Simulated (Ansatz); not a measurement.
Cubic perovskite BaSnO3, treated with PBEsol in Ansatz (PAW).

Numerical settings: plane-wave cutoff 520 eV, 6×6×6 k mesh, scalar-relativistic PAW data made under PBE.

Computed at the level's own relaxed cell.

Estimate the Poisson ratio, elastic constant C12, Young modulus, elastic constant C11 and elastic constant C44 that the calculation returns.


* **Poisson ratio**: 0.237
* **elastic constant C12**: 84.8 GPa
* **Young modulus**: 239 GPa
* **elastic constant C11**: 284 GPa
* **elastic constant C44**: 94.7 GPa

Elastic constants are with the ions relaxed.

Spin–orbit coupling is not included.

Static lattice: no zero-point or thermal effects.

Ansatz is a quantum-chemistry and plane-wave program.
